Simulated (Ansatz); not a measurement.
P:

```
P
1.0
     1.64774   -5.46504    0.00000
     1.64774    5.46504    0.00000
     0.00000    0.00000    4.54364
P
4
Direct
  0.90414 0.09586 0.58882
  0.09586 0.90414 0.41118
  0.59586 0.40414 0.08882
  0.40414 0.59586 0.91118
```

```yaml
Program: Ansatz 0.2.0
Task: relaxation of cell and atoms
Functional: PBE
Dispersion: D3(BJ)-ATM
Potentials_or_basis: Ansatz PAW
Cutoff: "420 eV (not typed: the program's choice for these potentials)"
k_mesh: 8 × 8 × 6
Occupations: fermi-dirac, width 0.05 eV
Spin: no spin polarisation
```

At the start: volume 20.46 Å³/atom.

Task: Where does the relaxation end?

Result: It ends after 7 steps and the volume is 17.84 Å³/atom (-12.8 %); space group Cmce (No. 64, to 0.05 Å).

Step by step:
| step | energy change (eV) | largest force (eV/Å) | volume (Å³) |
| --- | --- | --- | --- |
| 1 | 0.0000 | 0.3530 | 81.83 |
| 2 | -0.0755 | 0.0956 | 74.21 |
| 3 | -0.0917 | 0.1694 | 69.85 |
| 4 | -0.1055 | 0.0151 | 72.27 |
| 5 | -0.1065 | 0.0162 | 71.43 |
| 6 | -0.1066 | 0.0025 | 71.38 |
| 7 | -0.1061 | 0.0026 | 71.38 |

Final structure:
```
P
1.0
     1.66013   -5.11367    0.00000
     1.66013    5.11367    0.00000
     0.00000    0.00000    4.20391
P
4
Cartesian
  1.6601 -4.0310 2.4098
  1.6601 4.0310 1.7941
  1.6601 -1.0827 0.3079
  1.6601 1.0827 3.8961
```

Caveat: the plane-wave basis is chosen anew once the cell has moved, so the energies of steps on either side of that aren't comparable; pairwise dispersion overbinds metals, which lowers pressure and volume.
